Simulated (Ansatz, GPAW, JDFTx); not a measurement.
## HfO2: 3 runs at one level of theory

```
CELL_PARAMETERS angstrom
0.00000 2.55750 2.55750
2.55750 0.00000 2.55750
2.55750 2.55750 0.00000
ATOMIC_POSITIONS crystal
Hf 0.00000 0.00000 0.00000
O 0.75000 0.75000 0.75000
O 0.25000 0.25000 0.25000
```

Measurements of this composition are mostly on another form, of space group No. 14.

Alike in all runs: task band structure; functional BLYP; k mesh 9 × 9 × 9; occupations fermi-dirac, width 0.05 eV; no spin polarisation; no spin-orbit coupling. Pressure is positive in compression and, in plane waves, holds the error of the finite cutoff, which Ansatz's Pulay term estimates and takes out. Gaps are the smaller of the mesh's and the band path's.

| program and potentials | plane-wave cutoff (eV) | notes | band gap (eV) | pressure (GPa) |
| --- | --- | --- | --- | --- |
| Ansatz, Ansatz PAW | 420 | potentials made for PBE, which Ansatz adapts in part; 12.67 valence electrons an atom on average; Pulay term of +1.03 GPa included | 3.79 | 4.00 |
| GPAW, PAW data sets generated for this functional | 800 | 8 valence electrons an atom on average | 3.81 | 2.11 |
| JDFTx, PseudoDojo-SR-PBE-0.5-standard | 1143 | potentials made for PBE; 8 valence electrons an atom on average | 3.82 | - |

The band gap spans 3.79 (Ansatz, Ansatz PAW) to 3.82 eV (JDFTx, PseudoDojo-SR-PBE-0.5-standard). The pressure spans 2.11 (GPAW, PAW data sets generated for this functional) to 4.00 GPa (Ansatz, Ansatz PAW). Some sets were made for another functional than the one run, which can shift their rows. The paths' points differ, which is worth about 0.01 eV.

The functional is the same throughout but for its coding, so the spread measures potentials, basis and numerics; runs on potential files found faulty are left out.

The gap hardly depends on the potentials, running only from 3.79 to 3.82 eV, whereas the pressure differs markedly between the two programs that give it. In this fluorite form the valence band edge is mainly O 2p and the conduction band edge mainly empty Hf 5d, so the gap is of charge-transfer type. The extra valence electrons in the Ansatz set probably include the filled Hf 4f shell, which lies too deep to shape either edge; whether its treatment or the potentials' origin drives the pressure difference can't be told from these runs.

Both pressures are positive, so BLYP favours a larger cell than the one used, in line with its usual tendency to underbind solids. The gap is well below what is known for hafnia, more than the change of polymorph would explain; the likely main cause is the missing derivative discontinuity of a semilocal functional. Agreement between programs therefore supports the numerical BLYP gap, not its physical accuracy. Nothing here tests whether the cubic lattice is stable against the oxygen displacements that lead to the tetragonal form.
